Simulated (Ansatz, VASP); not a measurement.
## SiNi3 in VASP and in Ansatz

The input INCAR:

```
SYSTEM = SiNi3
PREC = Accurate
ENCUT = 600
EDIFF = 1E-6
ISMEAR = 0
SIGMA = 0.1
LREAL = .FALSE.
LASPH = .TRUE.
NELM = 100
ALGO = Normal
ISIF = 3
LWAVE = .FALSE.
LCHARG = .FALSE.
GGA = PS
IBRION = 2
NSW = 100
EDIFFG = -0.05
```

Contents of KPOINTS:

```
regular mesh
0
G
  6 6 6
  0 0 0
```

File POSCAR:

```
SiNi3
1.0
    3.5511000000      0.0000000000      0.0000000000
    0.0000000000      3.5511000000      0.0000000000
    0.0000000000      0.0000000000      3.5511000000
Si Ni
1 3
Direct
    0.0000000000      0.0000000000      0.0000000000
    0.0000000000      0.5000000000      0.5000000000
    0.5000000000      0.0000000000      0.5000000000
    0.5000000000      0.5000000000      0.0000000000
```

Input for Ansatz:

```yaml
crystal:
  lattice:
    - [3.5511, 0.0, 0.0]
    - [0.0, 3.5511, 0.0]
    - [0.0, 0.0, 3.5511]
  atoms:
    - { symbol: Si, position: [0.0, 0.0, 0.0] }
    - { symbol: Ni, position: [0.0, 0.5, 0.5] }
    - { symbol: Ni, position: [0.5, 0.0, 0.5] }
    - { symbol: Ni, position: [0.5, 0.5, 0.0] }
basis:
  ecutwfc: 420
kpoints:
  mp_grid: { grid: [6, 6, 6] }
hamiltonian:
  xc: pbesol
scf:
  occupations: { method: gaussian, width: 0.1 }
output:
  forces: true
  stress: true
  eigenvalues: true
relax:
  adjacent_minimum: "off"
  f_tol: 0.05
  max_steps: 80
  cell: { stress_tol: 0.5 }
```

Alike in both runs: task relaxation of cell and atoms; functional PBEsol; k mesh 6 × 6 × 6; occupations gaussian, width 0.1 eV; no spin polarisation.

|  | VASP | Ansatz |
| --- | --- | --- |
| version | VASP 6.6.1 | Ansatz 0.2.0 |
| potentials or method | VASP PAW PBE potentials, release 64 (Si, Ni) | scalar-relativistic, plane waves, PAW |
| plane-wave cutoff (eV) | 600 | 420 |
| valence electrons in the cell | 34 | 58 |

Ansatz gave:

| Property | Result |
| --- | --- |
| gap on the k mesh at the Fermi level, each at its own relaxed structure (eV) | none |
| relaxed volume (Å³/atom) | 10.37 |
| relaxed cell length with the largest relative difference (Å) | 3.461 |
| energy change over the relaxation (meV/atom) | -43 |

**Question.** Estimate VASP's values.

**Answer.** gap on the k mesh at the Fermi level, each at its own relaxed structure (eV): none; relaxed volume (Å³/atom): 10.38; relaxed cell length with the largest relative difference (Å): 3.463; energy change over the relaxation (meV/atom): -42.

A gap of «none» marks a metal or a gap that the smearing closes. The two sets of potentials don't hold the same shells in valence.

Caveats: the PAW data sets were made with another functional, which shifts forces and pressure a little (VASP). Spin polarisation is off, so any magnetic state and its effect on volume and gap are missing.
